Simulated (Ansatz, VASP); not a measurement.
C in VASP and in Ansatz

```
C
1.0
     0.00000    1.76605    1.76605
     1.76605    0.00000    1.76605
     1.76605    1.76605    0.00000
C
2
Cartesian
  0.0000 0.0000 0.0000
  0.8830 0.8830 0.8830
```

This isn't the form of C at room conditions, which is graphite.

Alike in both runs: task relaxation of cell and atoms; functional LDA; k mesh 12 × 12 × 12; occupations gaussian, width 0.02 eV; no spin polarisation.

|  | VASP | Ansatz |
| --- | --- | --- |
| version | VASP 6.6.1 | Ansatz 0.2.0 |
| potentials or method | VASP PAW LDA potentials, release 64 (C) | scalar-relativistic, plane waves, PAW |
| plane-wave cutoff (eV) | 600 | 420 |
| valence electrons in the cell | 8 | 8 |

```tsv
	VASP	Ansatz	Ansatz less VASP
gap on the k mesh at the Fermi level, each at its own relaxed structure (eV)	4.19	4.20	+0.004
relaxed volume (Å³/atom)	5.52	5.51	-0.010
relaxed cell length with the largest relative difference (Å)	2.499	2.497	-0.0015
```
